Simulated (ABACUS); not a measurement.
The system is Ni.

```
Ni
1.0
     0.00000    1.73757    1.73757
     1.73757    0.00000    1.73757
     1.73757    1.73757    0.00000
Ni
1
Direct
  0.00000 0.00000 0.00000
```

Base run:

```yaml
Program: ABACUS 3.10.1
Functional: SCAN
Potentials_or_basis: SG15 ONCV 1.2 PBE
Cutoff: 1361 eV
Density_cutoff: 5442 eV
Basis: DZP LCAO (the cutoffs set its grid)
k_mesh: 10 × 10 × 10
Occupations: fermi-dirac, width 0.05 eV
Spin: collinear spin, ferromagnetic start
Starting_moments: "[1.0] μB"
```

Its results: band gap on the k mesh none (metal or under the smearing width); pressure -0.4 GPa; net moment 0.73 μB per cell.

Question: The run is repeated on the same cell with these changes: functional from SCAN to PW91; cutoff from 1361 eV to 1333 eV; density cutoff from 5442 eV to 5333 eV; basis from DZP LCAO (the cutoffs set its grid) to plane waves. What comes out?

Answer: Band gap on the k mesh none (metal or under the smearing width); pressure 8.8 GPa; net moment 0.69 μB per cell.

Several settings changed at once, so the effect can't be laid on one alone.

Caveats: the potentials were made for another functional, which shifts forces and pressure; the atomic orbitals were generated for these runs and aren't a published set (some runs); the basis of atomic orbitals isn't converged, which shifts pressures, moduli and gaps (some runs).
